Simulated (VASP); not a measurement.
The system is AgBr.

```
Ag Br
1.0
     0.00000    2.87015    2.87015
     2.87015    0.00000    2.87015
     2.87015    2.87015    0.00000
Ag Br
1 1
Direct
  0.00000 0.00000 0.00000
  0.50000 0.50000 0.50000
```

Base run:

* Program: VASP 6.6.1
* Functional: PBE0
* Potentials or basis: VASP PAW PBE potentials, release 64 (Ag, Br)
* Cutoff: 520 eV
* k mesh: 6 × 6 × 6
* Occupations: gaussian, width 0.02 eV
* Spin: no spin polarisation

Its results: band gap on the k mesh 2.67 eV, indirect (least direct gap 4.52 eV); pressure 1.8 GPa.

Question: After a change of settings the same cell gave: band gap on the k mesh 1.80 eV, indirect (least direct gap 3.63 eV); pressure 2.0 GPa. Which change was it?
A. functional from PBE0 to HSE03
B. functional from PBE0 to HSE06
C. functional from PBE0 to r2SCAN-EpsX

Answer: A.

Caveats: the PAW data sets were made with another functional, which shifts forces and pressure a little.
